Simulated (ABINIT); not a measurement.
The system is CdSe.

```
CELL_PARAMETERS angstrom
0.00000 3.07027 3.07027
3.07027 0.00000 3.07027
3.07027 3.07027 0.00000
ATOMIC_POSITIONS crystal
Cd 0.00000 0.00000 0.00000
Se 0.25000 0.25000 0.25000
```

Measurements of this composition are mostly on another form, of space group No. 186.

Base run:

- Program: ABINIT 10.8.3 (patched build)
- Functional: PBE
- Potentials or basis: JTH PAW PBE v2.0
- Cutoff: 463 eV
- k mesh: 10 × 10 × 10
- Occupations: fermi-dirac, width 0.05 eV
- Spin: no spin polarisation

Its results: band gap on the k mesh 0.54 eV, direct.

Task: The run is repeated on the same cell with these changes: functional from PBE to PBEsol. What comes out?

Result: Band gap on the k mesh 0.42 eV, direct.

A k mesh can miss the band edges.

Not every run made on this cell is shown here.
